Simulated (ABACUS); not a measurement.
The system is Bi.

```xyz
1
Lattice="-1.9814 1.9814 1.9814 1.9814 -1.9814 1.9814 1.9814 1.9814 -1.9814" Properties=species:S:1:pos:R:3 pbc="T T T"
Bi    0.0000    0.0000    0.0000
```

This isn't the form of Bi at room conditions, which is rhombohedral.

A run of ABACUS 3.10.1 on this cell left the log below. Logs are shortened: lines on timing, memory, paths and dates and some standing lists are left out, and cuts for length are marked.

```text
ABACUS v3.10.1

               Atomic-orbital Based Ab-initio Computation at UStc

 ------------------------------------------------------------------------------------

 READING GENERAL INFORMATION
                           global_out_dir = OUT.Bi/
                           global_in_card = INPUT
                               pseudo_dir = ./
                              orbital_dir = ./
                                    DSIZE = 4
                                    GSIZE = 1

 READING UNITCELL INFORMATION
                                    ntype = 1
                  lattice constant (Bohr) = 1.88973
              lattice constant (Angstrom) = 1

 READING ATOM TYPE 1
                               atom label = Bi
                      L=0, number of zeta = 2
                      L=1, number of zeta = 2
                      L=2, number of zeta = 2
             number of atom for this type = 1

                        TOTAL ATOM NUMBER = 1
DIRECT COORDINATES
    atom                   x                   y                   z     mag                  vx                  vy                  vz
taud_Bi1            0.0000000000        0.0000000000        0.0000000000  0.0000        0.0000000000        0.0000000000        0.0000000000

                          Volume (Bohr^3) = 209.987
                             Volume (A^3) = 31.1169

 Lattice vectors: (Cartesian coordinate: in unit of a_0)
             -1.98143            +1.98143            +1.98143
             +1.98143            -1.98143            +1.98143
             +1.98143            +1.98143            -1.98143
 Reciprocal vectors: (Cartesian coordinate: in unit of 2 pi/a_0)
                   +0           +0.252343           +0.252343
            +0.252343                  +0           +0.252343
            +0.252343           +0.252343                  +0
[... 211 lines left out ...]

 Density error is 0.021484777518
----------------------------------------------------------
     Energy           Rydberg                 eV
----------------------------------------------------------
 E_KohnSham     -135.7055376016      -1846.3685615344
 E_Harris       -136.4479831188      -1856.4700510230
 E_Fermi        0.9230503603         12.5587444416
----------------------------------------------------------
[... 58 lines left out ...]
 Density error is 2.2645491686e-09
----------------------------------------------------------
     Energy           Rydberg                 eV
----------------------------------------------------------
 E_KohnSham     -135.7065356476      -1846.3821406475
 E_KS(sigma->0) -135.7062984822      -1846.3789138468
 E_Harris       -135.7065356131      -1846.3821401781
 E_band         -5.2006524743        -70.7585069687
 E_one_elec     -36.7820756085       -500.4458125429
 E_Hartree      25.9274453511        352.7609913590
 E_xc           -15.5100083693       -211.0244898496
 E_Ewald        -109.3414226902      -1487.6663760127
 E_entropy(-TS) -0.0004743308        -0.0064536014
 E_descf        0.0000000000         0.0000000000
 E_exx          0.0000000000         0.0000000000
 E_Fermi        0.9145414820         12.4429752122
----------------------------------------------------------

 charge density convergence is achieved
 final etot is -1846.3821406 eV
 EFERMI = 12.442975212 eV

 STATE ENERGY(eV) AND OCCUPATIONS    NSPIN == 1
 1/29 kpoint (Cartesian) = 0.0000 0.0000 0.0000 (888 pws)
       1       -10.4744     0.00390625
       2       -10.4744     0.00390625
       3       -10.4744     0.00390625
       4       -10.3384     0.00390625
       5       -10.3384     0.00390625
       6       -1.15026     0.00390625
[... 98 lines left out ...]
       5       -10.3416      0.0937500
       6      -0.309275      0.0937500
[... 10 lines left out ...]
      17        45.3398        0.00000
      18        73.1078        0.00000

[... levels at 23 further k points ...]

 correction force for each atom along direction 1 is 5.78015e-15
 correction force for each atom along direction 2 is 1.19570e-14
 correction force for each atom along direction 3 is -1.54993e-14
------------------------------------------------------------------------------------------
 TOTAL-FORCE (eV/Angstrom)
------------------------------------------------------------------------------------------
                       Bi1         0.0000000000         0.0000000000         0.0000000000
------------------------------------------------------------------------------------------

----------------------------------------------------------------
 TOTAL-STRESS (KBAR)
----------------------------------------------------------------
        -4.2812601820         0.0000000000        -0.0000000000
        -0.0000000000        -4.2812601820         0.0000000000
         0.0000000000         0.0000000000        -4.2812601820
----------------------------------------------------------------
 TOTAL-PRESSURE: -4.281260 KBAR

 --------------------------------------------
 !FINAL_ETOT_IS -1846.3821406474860396 eV
 --------------------------------------------
```

**Question.** What input gives this log?

**Answer.** Single point with PBEsol, no spin polarisation. The files as run (others can give the same):

run_abacus.py
```python
"""ABACUS run from a structure file: ASE reads it, the script writes STRU, KPT and INPUT."""
import re
import subprocess
import spglib
from ase import Atoms
from ase.io import read
from ase.units import Bohr

atoms = read("Bi.cif")
cell, frac, numbers = spglib.standardize_cell((atoms.cell[:], atoms.get_scaled_positions(), atoms.numbers), to_primitive=True, symprec=1e-4)
atoms = Atoms(numbers=numbers, cell=cell, scaled_positions=frac, pbc=True)  # the primitive cell
atoms = atoms[(-atoms.numbers).argsort(kind="stable")]  # ABACUS lists atoms element by element
pseudo = {'Bi': 'Bi_ONCV_PBE-1.2.upf'}
orbital = {'Bi': 'Bi_confined-atom_8au_2s2p2d.orb'}
magmoms = None
kmesh = [8, 8, 8]
params = {
    'suffix': 'Bi',
    'calculation': 'scf',
    'basis_type': 'lcao',
    'pseudo_dir': './',
    'orbital_dir': './',
    'symmetry': 1,
    'dft_functional': 'pbesol',
    'ecutwfc': 100,
    'pseudo_rcut': 10,
    'nspin': 1,
    'nbands': 18,
    'ks_solver': 'genelpa',
    'smearing_method': 'fd',
    'smearing_sigma': 0.00367493,
    'scf_thr': 1e-07,
    'scf_nmax': 100,
    'mixing_type': 'broyden',
    'mixing_beta': 0.7,
    'cal_force': 1,
    'cal_stress': 1,
    'out_mul': 1,
    'out_chg': 1,
}

symbols = atoms.get_chemical_symbols()
elements = list(dict.fromkeys(symbols))
lines = ["ATOMIC_SPECIES"] + [f"{e} {atoms.get_masses()[symbols.index(e)]:.4f} {pseudo[e]}" for e in elements]
if orbital:
    lines += ["", "NUMERICAL_ORBITAL"] + [orbital[e] for e in elements]
lines += ["", "LATTICE_CONSTANT", f"{1 / Bohr:.10f}", "", "LATTICE_VECTORS"]
lines += [" ".join(f"{x:.10f}" for x in v) for v in atoms.cell]
lines += ["", "ATOMIC_POSITIONS", "Direct"]
for e in elements:
    lines += ["", e, "0.0", str(symbols.count(e))]
    for i, p in enumerate(atoms.get_scaled_positions(wrap=False)):
        if symbols[i] == e:
            mag = "" if magmoms is None else " mag " + " ".join(str(x) for x in (magmoms[i] if isinstance(magmoms[i], list) else [magmoms[i]]))
            lines.append(" ".join(f"{x:.10f}" for x in p) + " 1 1 1" + mag)
open("STRU", "w").write("\n".join(lines) + "\n")
open("KPT", "w").write("K_POINTS\n0\nGamma\n%d %d %d 0 0 0\n" % tuple(kmesh))
open("INPUT", "w").write("INPUT_PARAMETERS\n" + "".join(f"{k:<20s}{v}\n" for k, v in params.items()))

done = subprocess.run(['mpirun', '-np', '4', 'abacus'])
if done.returncode:
    raise SystemExit(done.returncode)
log = open("OUT.Bi/running_scf.log").read()
print("final energy (eV):", re.findall(r"FINAL_ETOT_IS (\S+)", log))
```

Bi.cif
```cif
data_Bi
_cell_length_a 3.96286106
_cell_length_b 3.96286106
_cell_length_c 3.96286106
_cell_angle_alpha 90.00000000
_cell_angle_beta 90.00000000
_cell_angle_gamma 90.00000000
_space_group_name_H-M_alt 'Im-3m'
_space_group_name_Hall '-I 4 2 3'
_space_group_IT_number 229
loop_
_space_group_symop_operation_xyz
'x,y,z'
'-x,-y,-z'
'-y,x,z'
'y,-x,-z'
'-x,-y,z'
'x,y,-z'
'y,-x,z'
'-y,x,-z'
'x,-y,-z'
'-x,y,z'
'-y,-x,-z'
'y,x,z'
'-x,y,-z'
'x,-y,z'
'y,x,-z'
'-y,-x,z'
'z,x,y'
'-z,-x,-y'
'z,-y,x'
'-z,y,-x'
'z,-x,-y'
'-z,x,y'
'z,y,-x'
'-z,-y,x'
'-z,x,-y'
'z,-x,y'
'-z,-y,-x'
'z,y,x'
'-z,-x,y'
'z,x,-y'
'-z,y,x'
'z,-y,-x'
'y,z,x'
'-y,-z,-x'
'x,z,-y'
'-x,-z,y'
'-y,z,-x'
'y,-z,x'
'-x,z,y'
'x,-z,-y'
'-y,-z,x'
'y,z,-x'
'-x,-z,-y'
'x,z,y'
'y,-z,-x'
'-y,z,x'
'x,-z,y'
'-x,z,-y'
'x+1/2,y+1/2,z+1/2'
'-x+1/2,-y+1/2,-z+1/2'
'-y+1/2,x+1/2,z+1/2'
'y+1/2,-x+1/2,-z+1/2'
'-x+1/2,-y+1/2,z+1/2'
'x+1/2,y+1/2,-z+1/2'
'y+1/2,-x+1/2,z+1/2'
'-y+1/2,x+1/2,-z+1/2'
'x+1/2,-y+1/2,-z+1/2'
'-x+1/2,y+1/2,z+1/2'
'-y+1/2,-x+1/2,-z+1/2'
'y+1/2,x+1/2,z+1/2'
'-x+1/2,y+1/2,-z+1/2'
'x+1/2,-y+1/2,z+1/2'
'y+1/2,x+1/2,-z+1/2'
'-y+1/2,-x+1/2,z+1/2'
'z+1/2,x+1/2,y+1/2'
'-z+1/2,-x+1/2,-y+1/2'
'z+1/2,-y+1/2,x+1/2'
'-z+1/2,y+1/2,-x+1/2'
'z+1/2,-x+1/2,-y+1/2'
'-z+1/2,x+1/2,y+1/2'
'z+1/2,y+1/2,-x+1/2'
'-z+1/2,-y+1/2,x+1/2'
'-z+1/2,x+1/2,-y+1/2'
'z+1/2,-x+1/2,y+1/2'
'-z+1/2,-y+1/2,-x+1/2'
'z+1/2,y+1/2,x+1/2'
'-z+1/2,-x+1/2,y+1/2'
'z+1/2,x+1/2,-y+1/2'
'-z+1/2,y+1/2,x+1/2'
'z+1/2,-y+1/2,-x+1/2'
'y+1/2,z+1/2,x+1/2'
'-y+1/2,-z+1/2,-x+1/2'
'x+1/2,z+1/2,-y+1/2'
'-x+1/2,-z+1/2,y+1/2'
'-y+1/2,z+1/2,-x+1/2'
'y+1/2,-z+1/2,x+1/2'
'-x+1/2,z+1/2,y+1/2'
'x+1/2,-z+1/2,-y+1/2'
'-y+1/2,-z+1/2,x+1/2'
'y+1/2,z+1/2,-x+1/2'
'-x+1/2,-z+1/2,-y+1/2'
'x+1/2,z+1/2,y+1/2'
'y+1/2,-z+1/2,-x+1/2'
'-y+1/2,z+1/2,x+1/2'
'x+1/2,-z+1/2,y+1/2'
'-x+1/2,z+1/2,-y+1/2'
loop_
_atom_site_label
_atom_site_type_symbol
_atom_site_symmetry_multiplicity
_atom_site_Wyckoff_symbol
_atom_site_fract_x
_atom_site_fract_y
_atom_site_fract_z
_atom_site_occupancy
Bi1 Bi 2 a 0.0000000000 0.0000000000 0.0000000000 1
```

Potentials or basis: SG15 ONCV 1.2 PBE, DZP LCAO (the cutoffs set its grid).
Run with:
```sh
$ OMP_NUM_THREADS=1 python run_abacus.py > log
```

Caveat: the atomic orbitals were generated for these runs and aren't a published set; spin-orbit coupling is left out, which moves the levels of the heavy elements; the basis of atomic orbitals isn't converged, which shifts pressures, moduli and gaps.
